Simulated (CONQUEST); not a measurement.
Ag in CONQUEST: convergence with k mesh

The system is Ag.

```
Ag
1.0
     2.88888    0.00000    0.00000
     0.00000    2.88888    0.00000
     0.00000    0.00000    4.08550
Ag
2
Direct
  0.99899 0.01108 0.01221
  0.48118 0.49733 0.49915
```

The cell isn't the ideal one: atoms moved at random.

| Property | Result |
| --- | --- |
| Program | CONQUEST 1.3 |
| Task | convergence study |
| Functional | PBE |
| Potentials or basis | PseudoDojo NC PBE, SZP, grid cutoff 120 Ha |
| k mesh | 2 × 2 × 1 |
| Occupations | fermi-dirac, width 0.05 eV |
| Spin | no spin polarisation |

These are the settings of the first run; the series varies k mesh, with any setting tied to it.

Hardware: 1 thread of Intel(R) Xeon(R) Platinum 8488C (Sapphire Rapids) (shared host).

| k mesh | energy less the tightest run, at zero smearing (meV/atom) | pressure (GPa) | largest force (eV/Å) | SCF cycles | CPU time (s) | peak memory (GiB) |
| --- | --- | --- | --- | --- | --- | --- |
| 2 × 2 × 1 | 739.54 | 25.47 | 0.359 | 7 | 12 | 0.35 |
| 2 × 2 × 2 | 841.65 | 19.94 | 0.406 | 9 | 16 | 0.35 |
| 3 × 3 × 2 | -182.56 | 5.11 | 0.389 | 6 | 14 | 0.35 |
| 4 × 4 × 3 | 100.12 | 7.83 | 0.450 | 5 | 13 | 0.35 |
| 5 × 5 × 4 | -34.28 | 7.06 | 0.435 | 5 | 14 | 0.35 |
| 7 × 7 × 5 | -14.46 | 7.94 | 0.439 | 5 | 17 | 0.34 |
| 8 × 8 × 6 | 3.05 | 7.93 | 0.449 | 5 | 23 | 0.35 |
| 9 × 9 × 7 | -9.99 | 7.64 | 0.446 | 5 | 26 | 0.34 |
| 11 × 11 × 8 | -2.65 | 7.73 | 0.446 | 5 | 37 | 0.34 |
| 13 × 13 × 10 | 0.00 | 7.70 | 0.447 | 5 | 55 | 0.35 |

Against the tightest run, the pressure stays within 0.1 GPa from 9 × 9 × 7 on; the largest force stays within 0.005 eV/Å from 8 × 8 × 6 on. Not settled before the last step: the energy (to 1 meV/atom). Meshes of other sizes hit other points, so gaps and Fermi surfaces needn't settle smoothly. The tightest run that finished is the yardstick and may itself not be fully converged.

Caveat, for the tightest run too: the atomic basis is small; the basis of atomic orbitals isn't converged, which shifts pressures, moduli and gaps.
